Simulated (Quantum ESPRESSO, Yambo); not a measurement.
# Excitons of BN (P6_3/mmc): kernels and approximations, part 2 of 5

How far does the k mesh set the exciton binding of BN (P6_3/mmc)?

Quantum ESPRESSO 7.5 and Yambo 5.3.0; PBE and many-body steps on it, plane waves. Known limits of the many-body steps: not at the basis limit; coarse k mesh; bindings not settled in the k mesh.

So far. Step 4 (Screening and self-energy, 6×6×2 mesh, 90 bands …): The gap on the mesh goes from 4.31 eV to 5.64 eV, a correction of +1.32 eV. Step 5 (Empty states on the mesh, 6×6×2 mesh, 16 bands): On this mesh the gap is 4.314 eV.

## (7) Excitons

Optical absorption needs the electron-hole interaction, solved here in a basis of vertical transitions on the mesh.

This step: Bethe-Salpeter equation on PBE with a scissors shift, plane waves, norm-conserving pseudopotentials.

bse3.in reads:

```
optics
bss
bse
em1s
dipoles
rim_cut
RandQpts= 1000000
RandGvec= 1 RL
Chimod= "HARTREE"
BSKmod= "SEX"
BSEmod= "resonant"
BSSmod= "d"
BSENGexx= 20 Ry
BSENGBlk= 4 Ry
% BSEQptR
 1 | 1 |
%
% BSEBands
 5 | 10 |
%
% BEnRange
 0 | 8 | eV
%
% BDmRange
 0.1 | 0.1 | eV
%
BEnSteps= 161
% BLongDir
 1 | 0 | 0 |
%
% BndsRnXs
 1 | 16 |
%
NGsBlkXs= 4 Ry
% LongDrXs
 1 | 1 | 1 |
%
% KfnQP_E
 1.45 | 1.0 | 1.0 |
%
WRbsWF
FFTGvecs= 32 Ry
```

The run is started by

```bash
OMP_NUM_THREADS=1 mpirun -n 4 yambo -F bse3.in -J bse3 -C bse3 > bse3.log
```

Log:

```text
 Yambo, version 5.3.0

 [02] CORE Variables Setup
 =========================

  [... cell, symmetries and grids as in the set-up ...]

  [02.05] Energies & Occupations
  ==============================

  [X] === General ===
  [X] Electronic Temperature                        :  0.000000  0.000000 [eV K]
  [X] Bosonic    Temperature                        :  0.000000  0.000000 [eV K]
  [X] Finite Temperature mode                       : no
  [X] El. density                                   :  0.44236E+24 [cm-3]
  [X] Fermi Level                                   :  4.698546 [eV]

  [X] === Gaps and Widths ===
  [X] Conduction Band Min                           :  4.314161 [eV]
  [X] Valence Band Max                              :  0.000000 [eV]
  [X] Filled Bands                                  :   8
  [X] Empty Bands                                   :   9  16
  [X] Direct Gap                                    :  4.669575 [eV]
  [X] Direct Gap localized at k                     :  14
  [X] Indirect Gap                                  :  4.314161 [eV]
  [X] Indirect Gap between kpts                     :  14   7
  [X] Last valence band width                       :  3.190982 [eV]
  [X] 1st conduction band width                     :  3.840424 [eV]

 [03] Transferred momenta grid and indexing
 ==========================================

 [BZ sampling] Q-grid is User defined and/or read from the database

 IBZ Q-points                                      :  14
 BZ  Q-points                                      :   72

 K/Q-points units:
 rlu = crystal or reduced units; cc = cartesian coordinates; iku = interal k-units

 Q [ 1]         [rlu]:  0.000000  0.000000  0.000000
 Q [ 2]         [rlu]:  0.000000  0.000000 -0.500000
 Q [ 3]         [rlu]:  0.45246E-17  0.16667       0.0000
 Q [ 4]         [rlu]:  0.45246E-17  0.16667     -0.50000
 Q [ 5]         [rlu]:  0.90491E-17  0.33333       0.0000
 Q [ 6]         [rlu]:  0.90491E-17  0.33333     -0.50000
 Q [ 7]         [rlu]: -0.13574E-16 -0.50000       0.0000
 Q [ 8]         [rlu]: -0.13574E-16 -0.50000     -0.50000
 Q [ 9]         [rlu]:  0.166667  0.166667  0.000000
 Q [10]         [rlu]:  0.166667  0.166667 -0.500000
 Q [11]         [rlu]:  0.166667  0.333333  0.000000
 Q [12]         [rlu]:  0.166667  0.333333 -0.500000
 Q [13]         [rlu]:  0.333333  0.333333  0.000000
 Q [14]         [rlu]:  0.333333  0.333333 -0.500000

  [03.01] X + BSE indexes
  =======================

   [03.01.01] Sigma indexes
   ========================

 [04] Coloumb potential Random Integration (RIM)
 ===============================================

  [04.01] RIM initialization
  ==========================

  * Diagonal components only detected *

  8 x (sBL volume)        :  0.112915 [a.u.]
  sBZ random points       :  1000000
  Points outside the sBZ  :   7981908
  RL volume               :  1.016236 [a.u.]
  Integrated volume       :  1.018540 [a.u.]

  [04.02] RIM integrals
  =====================

  Gamma point sphere radius             :  0.087673 [a.u.]
  Points outside the sphere             :   800056
  [Int_sBZ(q=0) 1/q^2]*(Vol_sBZ)^(-1/3) =:  7.718302
                                 should be <:  7.795600

  Summary of Coulomb integrals for non-metallic bands |Q|[au] RIM/Bare

  Q [1] 0.100000E-4 0.990085 * Q [2] 0.249574 1.075393
  Q [3] 0.255544 1.053879 * Q [4] 0.357197 1.052688
  Q [9] 0.442616 1.021893 * Q [10] 0.508130 1.021750
  Q [5] 0.511089 1.016956 * Q [6] 0.568770 1.016958
  Q [11] 0.676107 1.010896 * Q [12] 0.720700 1.010784
  Q [7] 0.766633 1.008740 * Q [8] 0.806234 1.008615
  Q [13] 0.885232 1.007388 * Q [14] 0.919741 1.007309

 [05] External/Internal QP corrections
 =====================================

 [QP_apply] Action to be applied: USER defined scissor

  [05.01]  QP corrections report
  ==============================

  [K+QP] === General ===
  [K+QP] Electronic Temperature                     :  0.000000  0.000000 [eV K]
[...]
io_BSS_diago :      0.0130s P1 (  2 calls,   6.489 msec avg) [MAX]      0.0002s P4 (  2 calls,   0.077 msec avg) [min]
                          BSE components folding :      0.0002s P2 [MAX]      0.0002s P3 [min]
                                       X (REDUX) :      0.0056s P4 ( 14 calls,   0.398 msec avg) [MAX]      0.0003s P1 ( 14 calls,   0.024 msec avg) [min]
                         IO_and_Messaging_switch :      0.0004s P1 (139 calls,   0.003 msec avg) [MAX]      0.0004s P2 (139 calls,   0.003 msec avg) [min]
                                    scatter_Gamp :      0.0004s P2 ( 14 calls,   0.028 msec avg) [MAX]      0.0004s P4 ( 14 calls,   0.026 msec avg) [min]
                              BSE matrix filling :      0.0006s P3 [MAX]      0.0004s P2 [min]
                                  eval_G_minus_G :      0.0010s P2 [MAX]      0.0010s P1 [min]
                                      Xo (REDUX) :      0.0628s P4 ( 14 calls,   4.487 msec avg) [MAX]      0.0012s P1 ( 14 calls,   0.084 msec avg) [min]
                                    PP_uspp_init :      0.0021s P3 ( 42 calls,   0.050 msec avg) [MAX]      0.0020s P2 ( 43 calls,   0.046 msec avg) [min]
                                     K_WF_phases :      0.0092s P1 [MAX]      0.0033s P3 [min]
                               SERIAL_lin_system :      0.0036s P1 ( 14 calls,   0.256 msec avg)
                                   X (procedure) :      0.0092s P1 ( 14 calls,   0.659 msec avg) [MAX]      0.0039s P4 ( 14 calls,   0.280 msec avg) [min]
                              BSE matrix (REDUX) :      0.0059s P2 [MAX]      0.0057s P3 [min]
                                         io_GROT :      0.0079s P1 (  2 calls,   3.942 msec avg) [MAX]      0.0078s P4 (  2 calls,   3.891 msec avg) [min]
                                        io_QINDX :      0.0184s P1 (  5 calls,   3.687 msec avg) [MAX]      0.0082s P2 (  3 calls,   2.723 msec avg) [min]
                                     BSE dipoles :      0.0117s P3 [MAX]      0.0117s P2 [min]
                                 bz_samp_indexes :      0.0160s P4 [MAX]      0.0159s P1 [min]
                                      T_space IP :      0.0175s P4 [MAX]      0.0174s P1 [min]
                                            io_X :      0.0959s P1 ( 37 calls,   2.591 msec avg) [MAX]      0.0236s P3 ( 37 calls,   0.637 msec avg) [min]
                                     io_KB_pwscf :      0.0240s P3 ( 16 calls,   1.501 msec avg) [MAX]      0.0238s P1 ( 16 calls,   1.487 msec avg) [min]
                                       FFT_setup :      0.0259s P1 ( 43 calls,   0.601 msec avg) [MAX]      0.0249s P4 ( 42 calls,   0.593 msec avg) [min]
                                           io_BS :      0.0283s P2 (122 calls,   0.232 msec avg) [MAX]      0.0272s P3 (115 calls,   0.237 msec avg) [min]
                                      io_DIPOLES :      0.0643s P1 ( 40 calls,   1.607 msec avg) [MAX]      0.0310s P2 ( 26 calls,   1.194 msec avg) [min]
                                     io_fragment :      0.1079s P1 (147 calls,   0.734 msec avg) [MAX]      0.0851s P3 (117 calls,   0.727 msec avg) [min]
                                     WF_load_FFT :      0.0981s P4 ( 42 calls,   2.335 msec avg) [MAX]      0.0959s P3 ( 42 calls,   2.285 msec avg) [min]
                                T_space EXX Osc. :      0.1191s P1 ( 27 calls,   4.411 msec avg) [MAX]      0.1147s P3 ( 26 calls,   4.410 msec avg) [min]
                                           io_WF :      0.1424s P1 (156 calls,   0.913 msec avg) [MAX]      0.1396s P3 (152 calls,   0.919 msec avg) [min]
                                  DIPOLE_g_space :      0.1542s P1 [MAX]      0.1542s P4 [min]
                            X T_space Kernel sum :      0.2808s P3 (196 calls,   1.433 msec avg) [MAX]      0.2484s P1 (210 calls,   1.183 msec avg) [min]
                               T_space CORR Osc. :      0.3723s P4 ( 98 calls,   3.799 msec avg) [MAX]      0.3136s P1 (105 calls,   2.986 msec avg) [min]
                                  Xo (procedure) :      0.4976s P2 ( 14 calls,  35.540 msec avg) [MAX]      0.4945s P4 ( 14 calls,  35.318 msec avg) [min]
                                             RIM :      0.6143s P4 [MAX]      0.6143s P1 [min]
                                X T_space Kernel :      0.8231s P3 [MAX]      0.7480s P1 [min]
                SERIAL_HERMITIAN_diagonalization :      0.7594s P1 [MAX]      0.7536s P2 [min]
                                  LINEAR ALGEBRA :      0.7630s P1 ( 15 calls,  50.865 msec avg) [MAX]      0.7536s P2 [min]
                                    Diago Solver :      0.8005s P1 [MAX]      0.7860s P3 [min]
                                         Dipoles :      1.1972s P1 [MAX]      1.1971s P4 [min]

 [11] Game Over & Game summary
```

The job ended after 4.9 s (4 MPI ranks of Arm Neoverse V1, shared host; peak memory 1 GiB).

Numbers from this step:

| Property | Result |
| --- | --- |
| transitions in the window | 576 |
| direct gap of the transition levels | 6.120 eV |
| lowest state | 5.072 eV |
| first strong exciton (over a fiftieth of the strongest listed) | 5.092 eV |
| binding of the lowest state below the direct gap | 1.048 eV |
| Coulomb term of one mesh cell | 0.7963 eV |

The binding is 1.3 times the screened Coulomb term of one mesh cell (0.80 eV), so it is not shown settled.

The lowest state lies at 5.072 eV, 1.048 eV under the direct gap.

Lines within 3 meV are set at the lowest of them, and the highest group, which the list may cut short, is left out. Exciton lines, with heights relative to the strongest:

```tsv
position (eV)	lines merged	strength, relative
5.072	1	0.0
5.075	1	0.0
5.092	1	33
5.095	1	100
5.451	2	0.0
5.480	2	0.0
5.490	3	0.0
5.770	2	0.0
5.774	1	0.0
5.818	2	17
5.830	2	0.0
5.838	1	0.0
6.015	2	96
6.235	2	0.0
```

The ε₂ has structure finer than the step of the table below, so its rows give means over 0.25 eV, whole bins alone (the curve runs from 0 to 8 eV). Peaks (eV: height): BSE 5.100: 33.0, 6.000: 24.5; no electron-hole interaction 6.100: 7.67, 7.150: 19.1.

Field along x; broadening 0.1 eV; transition window only. Limits: finite bands, cutoff and mesh; coarse k mesh; exciton not shown settled in the k mesh. Table of ε₂ by photon energy; means over each step:

```tsv
photon energy (eV)	BSE	no electron-hole interaction
0.25	0.0242	0.0134
0.50	0.0267	0.0145
0.75	0.0295	0.0156
1.00	0.0329	0.0169
1.25	0.0369	0.0183
1.50	0.0418	0.0200
1.75	0.0476	0.0218
2.00	0.0548	0.0240
2.25	0.0638	0.0265
2.50	0.0754	0.0295
2.75	0.0904	0.0330
3.00	0.111	0.0371
3.25	0.139	0.0422
3.50	0.180	0.0485
3.75	0.245	0.0564
4.00	0.354	0.0665
4.25	0.567	0.0798
4.50	1.09	0.0982
4.75	3.13	0.125
5.00	18.8	0.166
5.25	13.0	0.237
5.50	3.47	0.386
5.75	7.06	0.853
6.00	18.2	4.09
6.25	5.24	5.86
6.50	1.64	4.43
6.75	2.27	2.25
7.00	3.43	8.73
7.25	1.56	11.4
7.50	0.641	5.17
7.75	0.476	5.85
```

## (8) Triplet (no exchange term)

bse4.in, as its differences from bse3.in of step 7:

```diff
@@ -12,3 +12,3 @@
 BSSmod= "d"
-BSENGexx= 20 Ry
+BSENGexx= 1 RL
 BSENGBlk= 4 Ry
```

The run is started by

```bash
OMP_NUM_THREADS=1 mpirun -n 4 yambo -F bse4.in -J bse4,bse3_W -C bse4 > bse4.log
```

Log:

```text
 Yambo, version 5.3.0

 [02] CORE Variables Setup
 =========================

  [... cell, symmetries and grids as in the set-up ...]

  [02.05] Energies & Occupations
  ==============================

  [X] === General ===
  [X] Electronic Temperature                        :  0.000000  0.000000 [eV K]
  [X] Bosonic    Temperature                        :  0.000000  0.000000 [eV K]
  [X] Finite Temperature mode                       : no
  [X] El. density                                   :  0.44236E+24 [cm-3]
  [X] Fermi Level                                   :  4.698546 [eV]

  [X] === Gaps and Widths ===
  [X] Conduction Band Min                           :  4.314161 [eV]
  [X] Valence Band Max                              :  0.000000 [eV]
  [X] Filled Bands                                  :   8
  [X] Empty Bands                                   :   9  16
  [X] Direct Gap                                    :  4.669575 [eV]
  [X] Direct Gap localized at k                     :  14
  [X] Indirect Gap                                  :  4.314161 [eV]
  [X] Indirect Gap between kpts                     :  14   7
  [X] Last valence band width                       :  3.190982 [eV]
  [X] 1st conduction band width                     :  3.840424 [eV]

 [03] Transferred momenta grid and indexing
 ==========================================

 IBZ Q-points                                      :  14
 BZ  Q-points                                      :   72

 K/Q-points units:
 rlu = crystal or reduced units; cc = cartesian coordinates; iku = interal k-units

 Q [ 1]         [rlu]:  0.000000  0.000000  0.000000
 Q [ 2]         [rlu]:  0.000000  0.000000 -0.500000
 Q [ 3]         [rlu]:  0.45246E-17  0.16667       0.0000
[...]
io_QINDX :      0.0087s P2 (  3 calls,   2.889 msec avg) [MAX]      0.0085s P1 (  3 calls,   2.836 msec avg) [min]
                           BSE dipoles :      0.0142s P4 [MAX]      0.0140s P1 [min]
                            T_space IP :      0.0176s P4 [MAX]      0.0174s P1 [min]
                            io_DIPOLES :      0.0182s P2 ( 10 calls,   1.818 msec avg) [MAX]      0.0180s P3 ( 10 calls,   1.795 msec avg) [min]
                             FFT_setup :      0.0199s P2 ( 29 calls,   0.688 msec avg) [MAX]      0.0188s P3 ( 28 calls,   0.672 msec avg) [min]
                                 io_BS :      0.0279s P1 (122 calls,   0.228 msec avg) [MAX]      0.0268s P4 (115 calls,   0.233 msec avg) [min]
                           WF_load_FFT :      0.0562s P1 ( 28 calls,   2.007 msec avg) [MAX]      0.0548s P3 ( 27 calls,   2.031 msec avg) [min]
                           io_fragment :      0.0596s P4 ( 77 calls,   0.774 msec avg) [MAX]      0.0593s P3 ( 76 calls,   0.780 msec avg) [min]
                                  io_X :      0.0759s P4 ( 36 calls,   2.109 msec avg) [MAX]      0.0757s P3 ( 36 calls,   2.102 msec avg) [min]
                                 io_WF :      0.0850s P2 ( 98 calls,   0.867 msec avg) [MAX]      0.0828s P3 ( 94 calls,   0.880 msec avg) [min]
                      T_space EXX Osc. :      0.1143s P1 ( 27 calls,   4.234 msec avg) [MAX]      0.1104s P3 ( 26 calls,   4.246 msec avg) [min]
                  X T_space Kernel sum :      0.2101s P3 (196 calls,   1.072 msec avg) [MAX]      0.1815s P1 (210 calls,   0.864 msec avg) [min]
                     T_space CORR Osc. :      0.3738s P4 ( 98 calls,   3.814 msec avg) [MAX]      0.3112s P1 (105 calls,   2.964 msec avg) [min]
                      X T_space Kernel :      0.7548s P3 [MAX]      0.6712s P1 [min]
      SERIAL_HERMITIAN_diagonalization :      0.7497s P3 [MAX]      0.7453s P1 [min]
                        LINEAR ALGEBRA :      0.7497s P3 [MAX]      0.7453s P1 [min]
                          Diago Solver :      0.7965s P1 [MAX]      0.7819s P3 [min]

 [11] Game Over & Game summary
[key lines of the parts left out:]
Dipoles :      0.0041s P1 [MAX]      0.0040s P2 [min]
```

It took 2.5 s on 4 MPI ranks; peak memory 1 GiB; 9.5 s of CPU time.

The lowest triplet lies at 4.996 eV; without spin-orbit coupling triplets are dark, so no spectrum is read.

## (9) Empty states on the mesh, 6×6×4 mesh, 16 bands

This step: Quantum ESPRESSO 7.5; DFT, PBE, plane waves, norm-conserving pseudopotentials.

pw.in reads:

```
&control
  calculation = 'nscf'
  prefix = 'x'
  outdir = 'o'
  pseudo_dir = 'pseudo'
/
&system
  ibrav = 0
  nat = 4
  ntyp = 2
  ecutwfc = 72.0
  nbnd = 16
  force_symmorphic = .true.
/
&electrons
  conv_thr = 1e-9
  electron_maxstep = 80
  diago_full_acc = .true.
  diago_thr_init = 5e-6
/
ATOMIC_SPECIES
  B 10.81 B.upf
  N 14.007 N.upf
CELL_PARAMETERS angstrom
  2.5039900000 0.0000000000 0.0000000000
  -1.2519950000 2.1685189508 0.0000000000
  0.0000000000 0.0000000000 6.6612000000
ATOMIC_POSITIONS crystal
  B 0.3333333333 0.6666666667 0.2500000000
  B 0.6666666667 0.3333333333 0.7500000000
  N 0.3333333333 0.6666666667 0.7500000000
  N 0.6666666667 0.3333333333 0.2500000000
K_POINTS automatic
  6 6 4 0 0 0
```

The run is started by

```bash
OMP_NUM_THREADS=1 mpirun -n 4 pw.x -nk 4 -in pw.in > pw.out
```

Log:

```text
[banner, memory and clock lines left out]
Program PWSCF v.7.5 starts

     Atomic positions and unit cell read from directory:
     o/x.save/

     Message from routine setup:
     using ibrav=0 with symmetry is DISCOURAGED, use correct ibrav instead

     G-vector sticks info

     bravais-lattice index     =            0
     lattice parameter (alat)  =       4.7319  a.u.
     unit-cell volume          =     244.0871 (a.u.)^3
     number of atoms/cell      =            4
     number of atomic types    =            2
     number of electrons       =        16.00
[...]
k = 0.0000 0.0000 0.0940 (  2524 PWs)   bands (ev):

   -13.0403 -12.8371  -1.2409   0.2151   3.3613   3.3613   3.3867   3.3867
    10.6628  14.0820  16.3593  16.3593  16.4444  16.4444  17.1822  17.6422

          k = 0.0000 0.0000-0.1880 (  2518 PWs)   bands (ev):

   -12.9409 -12.9409  -0.5699  -0.5699   3.3741   3.3741   3.3741   3.3741
    12.3076  12.3076  16.4014  16.4014  16.4014  16.4014  17.4724  17.4724

          k = 0.0000 0.1925 0.0000 (  2533 PWs)   bands (ev):

     [... further k-points ...]

     highest occupied, lowest unoccupied level (ev):     4.6985    9.0127

     XML data file, pseudopotentials, collected wavefunctions
```

Run time: 2.2 s. Hardware: 4 MPI ranks; peak memory 0.19 GiB.

This step gave:

```yaml
gap: 4.314 eV
k_of_the_valence_top: 0.3333, 0.3333, -0.5
k_of_the_conduction_bottom: 0, -0.5, 0
least_direct_gap: 4.670 eV
k_points_computed: 24
lowest_point_of_the_top_converged_band_above_the_valence_top: 12.77 eV
```

On this mesh the gap is 4.314 eV.

## (10) Conversion and set-up

This step: Yambo 5.3.0; conversion and set-up on PBE, plane waves, norm-conserving pseudopotentials.

The run is started by

```bash
(cd o/x.save; p2y > p2y.log; mv SAVE ../..); yambo > setup.log
```

Log:

```text
 Yambo, version 5.3.0

 [02] CORE Variables Setup
 =========================

  [02.01] Unit cells
  ==================

  Cell kind             :  HCP
  Atoms in the cell     :  B  N
  number of B  atoms    :  2
  number of N  atoms    :  2

  List of atomic masses
  Mass of B     :  10.81000
  Mass of N     :  14.00700

  List of atomic coordinates    : [cc]
  B1       : -0.23659E-09   2.7319       3.1470      order 1
  B2       :  2.365928  1.365969  9.440883  order 2
  N1       : -0.23659E-09   2.7319       9.4409      order 3
[...]
Q [ 1]         [rlu]:  0.000000  0.000000  0.000000
 Q [ 2]         [rlu]:  0.000000  0.000000  0.250000
 Q [ 3]         [rlu]:  0.000000  0.000000 -0.500000
[...]
Q [ 8]         [rlu]:  0.90491E-17  0.33333      0.25000
 Q [ 9]         [rlu]:  0.90491E-17  0.33333     -0.50000
 Q [10]         [rlu]: -0.13574E-16 -0.50000       0.0000
     [... 12 further rows ...]
 Q [23]         [rlu]:  0.90491E-17  0.33333     -0.25000
 Q [24]         [rlu]: -0.166667  0.500000 -0.250000

  [03.01] X indexes
  =================

   [03.01.01] Sigma indexes
   ========================

 [06] Game Over & Game summary
```

The job ended after 2.2 s (1 MPI rank; peak memory 0.24 GiB).

(Continued in part 3 of 5.)

[Paths, hosts, dates, memory and timing lines, banners, echoed tables and standing remarks are left out of the program output.]

[Logs are printed without paths, hosts, clocks, repeated set-up lines and the standing remarks that a program may print on its own settings, such as how far it seeks lower states.]

[Runs of the session that timed out or met a known fault of the program may be left out.]

[Hosts, paths, dates, database ids (printed as entryN), source tags and the programs' standing remarks are cut or masked in the printed files.]
